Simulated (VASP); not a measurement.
A run of VASP 6.6.1 is set up as follows.

File INCAR:

```
SYSTEM = KCl
ALGO = Normal ; EDIFF = 1E-7
EDIFFG = -0.15 ; ENCUT = 520
GGA = PS ; IBRION = 2
ISIF = 3 ; ISMEAR = 0
LASPH = .True. ; LCHARG = .False.
LREAL = .False. ; LWAVE = .False.
NELM = 60 ; NSW = 80
PREC = Accurate ; PSTRESS = 40
SIGMA = 0.1
```

File KPOINTS:

```
k-points
0
Gamma
  12 12 12
  0 0 0
```

The input POSCAR:

```
KCl                                     
1.0
    0.0000000000      2.9792769620      2.9792769620
    2.9792769620      0.0000000000      2.9792769620
    2.9792769620      2.9792769620      0.0000000000
  K               Cl            
     1     1
Direct
     0.0000000000000000    0.0000000000000000    0.0000000000000000
     0.5000000000000000    0.5000000000000000    0.5000000000000000
```

Potentials or basis: VASP PAW PBE potentials, release 64 (K_sv, Cl).

Run with:

```bash
$ cat potpaw_PBE.64/K_sv/POTCAR potpaw_PBE.64/Cl/POTCAR > POTCAR
$ mpirun -np 1 vasp_std > vasp.out
```

Task: Predict the band gap on the k mesh.

Result: 5.60 eV, direct.

Final structure:
```cif
data_structure
_symmetry_space_group_name_H-M 'P 1'
_symmetry_Int_Tables_number 1
_cell_length_a 4.2133
_cell_length_b 4.2133
_cell_length_c 4.2133
_cell_angle_alpha 60.000
_cell_angle_beta 60.000
_cell_angle_gamma 60.000
_cell_volume 52.89
loop_
_atom_site_label
_atom_site_type_symbol
_atom_site_fract_x
_atom_site_fract_y
_atom_site_fract_z
_atom_site_occupancy
K1 K 0.00000 0.00000 0.00000 1
Cl1 Cl 0.50000 0.50000 0.50000 1
```

Caveat: the relaxation stopped at its first step, so nothing moved; the cell is relaxed towards a set pressure, so the enthalpy falls and the energy may rise. A k mesh can miss the band edges.
